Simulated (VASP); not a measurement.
Runs of VASP 6.6.1 on Sn. It takes space group C2/m (No. 12, monoclinic). The conventional cell has a = 10.341 Å, b = 4.525 Å, c = 5.152 Å, α = 90.00°, β = 108.48°, γ = 90.00°. Sn (site symmetry 2/m) is surrounded by 10 Sn at 3.24 to 3.43 Å. Sn (site symmetry 2/m) has 10 Sn at 3.23 to 3.43 Å as nearest neighbours. Around Sn (site symmetry m) lie 10 Sn at 3.23 to 3.46 Å. This isn't the form of Sn at room conditions, which is tetragonal (white tin).

```tsv
task	potentials or basis	cell	k mesh	cutoff (eV)	mesh quality	gap on the mesh (eV)	pressure (GPa)	relaxed volume (Å³/atom)
single point	VASP PAW PBE potentials, release 64 (Sn_d)	as given	10 × 10 × 10	520	not flagged	none	-3.0	-
relaxation of cell and atoms	VASP PAW PBE potentials, release 64 (Sn)	relaxed	10 × 10 × 10	580	not flagged	none	0.0	26.21
relaxation of cell and atoms	VASP PAW PBE potentials, release 64 (Sn_d)	relaxed	4 × 4 × 4	600	coarse	none	0.0	26.54
relaxation of cell and atoms	VASP PAW PBE potentials, release 64 (Sn_d)	relaxed	10 × 10 × 10	300	not flagged	none	0.0	(a)
```

Alike in all rows: level PBEsol; no spin polarisation; smearing gaussian 0.1 eV.

Estimate the missing entries.

(a) 26.02.

Caveats: some runs use coarse meshes; the PAW data sets were made with another functional, which shifts forces and pressure a little.

A k mesh can miss the band edges, and the runs leave out spin-orbit coupling on Sn.

A gap of «none» marks a metal or a gap under the smearing width.

The runs don't all hold the same shells in valence.
